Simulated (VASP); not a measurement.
A run of VASP 6.6.1:

The input INCAR:

```
ALGO = Normal
EDIFF = 1E-7
EDIFFG = -0.002
ENCUT = 520
GGA = PE
IBRION = 2
ISIF = 3
ISMEAR = 0
ISPIN = 2
LASPH = T
LCHARG = F
LMAXMIX = 4
LORBIT = 11
LREAL = F
LWAVE = F
MAGMOM = 3 0
NELM = 100
NSW = 80
PREC = Accurate
SIGMA = 0.02
```

Contents of KPOINTS:

```
k-points
0
Gamma
  12 12 12
```

POSCAR

```
CoO
1.0
    0.0000000000      2.1315000000      2.1315000000
    2.1315000000      0.0000000000      2.1315000000
    2.1315000000      2.1315000000      0.0000000000
Co O
1 1
Direct
    0.0000000000      0.0000000000      0.0000000000
    0.5000000000      0.5000000000      0.5000000000
```

Potentials or basis: VASP PAW PBE potentials, release 64 (Co, O).

Command:

```console
$ cat potpaw_PBE.64/Co/POTCAR potpaw_PBE.64/O/POTCAR > POTCAR
$ mpirun -np 1 vasp_std > vasp.out
```

Hardware: 1 thread of Intel(R) Xeon(R) 6975P-C (Granite Rapids), on a shared host.

Task: Estimate the wall time of this run.

Result: It took 40 s on 1 thread of Intel(R) Xeon(R) 6975P-C (Granite Rapids), on a shared host, peak memory 0.17 GiB. Counts: scf iterations 38, k points 72, ion steps 3.
